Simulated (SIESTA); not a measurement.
Crystal: AlNi3.

```
Ni Al
1.0
     3.52305    0.00000    0.00000
     0.00000    3.52305    0.00000
     0.00000    0.00000    3.52305
Ni Al
3 1
Direct
  0.50000 0.50000 0.00000
  0.50000 0.00000 0.50000
  0.00000 0.50000 0.50000
  0.00000 0.00000 0.00000
```

The cell is a database's computed one.

Base run:

```yaml
Program: SIESTA 5.4.2
Functional: PBE
Potentials_or_basis: SG15 1.2 with PseudoDojo 0.4 standard (PBE files)
Basis: DZP (energy shift 0.003 Ry; two zetas on semicore shells)
Grid_cutoff: 800 Ry
Energy_shift: 0.003 Ry
k_mesh: 6 × 6 × 6
Occupations: fermi-dirac, width 0.05 eV
Spin: collinear spin, ferromagnetic start
Starting_moments: "[1.0, 1.0, 1.0, 0.0] μB"
```

Its results: band gap on the k mesh none (metal or under the smearing width); pressure 7.9 GPa; net moment 0.65 μB per cell; site moments Ni +0.23; Al -0.03 μB.

**Question.** The run is repeated on the same cell with these changes: potentials or basis from SG15 1.2 with PseudoDojo 0.4 standard (PBE files) to Ansatz (PBE files). What comes out?

**Answer.** Band gap on the k mesh none (metal or under the smearing width); pressure 6.2 GPa; net moment 0.72 μB per cell; site moments Ni +0.26; Al -0.07 μB.

Caveats: the basis of atomic orbitals isn't converged, which shifts pressures, moduli and gaps; short orbitals over semicore shells can move pressures by several GPa (some runs).
